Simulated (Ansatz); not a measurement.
# CrCuO2: the cost of one run

Program: Ansatz 0.2.0. Level of theory: DFT PBEsol, with the methods named in each step. These are calculated values, not measurements.

### 1 The structure to begin with

The structure is trigonal, space group R-3m (No. 166). Conventional cell: a = 2.973 Å, b = 2.973 Å, c = 17.100 Å, α = 90.00°, β = 90.00°, γ = 120.00°. Cr (site symmetry -3m) is surrounded by 6 O at 1.99 Å. Cu (site symmetry -3m) is surrounded by 2 O at 1.85 Å. O (site symmetry 3m) is surrounded by 1 Cu at 1.85 Å and 3 Cr at 1.99 Å.

Structure file:

```cif
data_structure
_symmetry_space_group_name_H-M 'P 1'
_symmetry_Int_Tables_number 1
_cell_length_a 5.9529
_cell_length_b 5.9529
_cell_length_c 5.9529
_cell_angle_alpha 28.925
_cell_angle_beta 28.925
_cell_angle_gamma 28.925
_cell_volume 43.64
loop_
_atom_site_label
_atom_site_type_symbol
_atom_site_fract_x
_atom_site_fract_y
_atom_site_fract_z
_atom_site_occupancy
Cr1 Cr 0.50000 0.50000 0.50000 1
Cu1 Cu 0.00000 0.00000 0.00000 1
O1 O 0.10792 0.10792 0.10792 1
O2 O 0.89208 0.89208 0.89208 1
```

Atoms are numbered in the order of the input: Cr1, Cu2, O3, O4.

### 2 Free moments, LAPW

input.yaml reads:

```yaml
crystal:
  lattice:
    - [1.4867, 0.8583466452, 5.7]
    - [-1.4867, 0.8583466452, 5.7]
    - [0.0, -1.7166932904, 5.7]
  atoms:
    - { symbol: Cr, position: [0.5, 0.5, 0.5], spin: 3.0 }
    - { symbol: Cu, position: [0.0, 0.0, 0.0] }
    - { symbol: O, position: [0.10792, 0.10792, 0.10792] }
    - { symbol: O, position: [0.89208, 0.89208, 0.89208] }
magnetization:
  spin_polarized: true
kpoints:
  mp_grid: { grid: [11, 11, 11] }
scf:
  occupations: { method: fermi_dirac, width: 0.08 }
  lower_state_search: "off"
hamiltonian:
  xc: pbesol
  pseudopotentials: { kind: all_electron, lapw: { basis_error: 0.001 } }
output:
  forces: true
  stress: true
  eigenvalues: false
  populations: true
```

Launch:

```
$ ansatz run input.yaml --threads 2 --pin off --max-ram 6144MiB --backend cpu --events-out ev --progress --plain --runs-dir out
```

Q: Estimate wall time and peak memory on 2 threads of Arm Neoverse N1, shared host.

About 4.5 min, with a peak of 1.7 GiB.
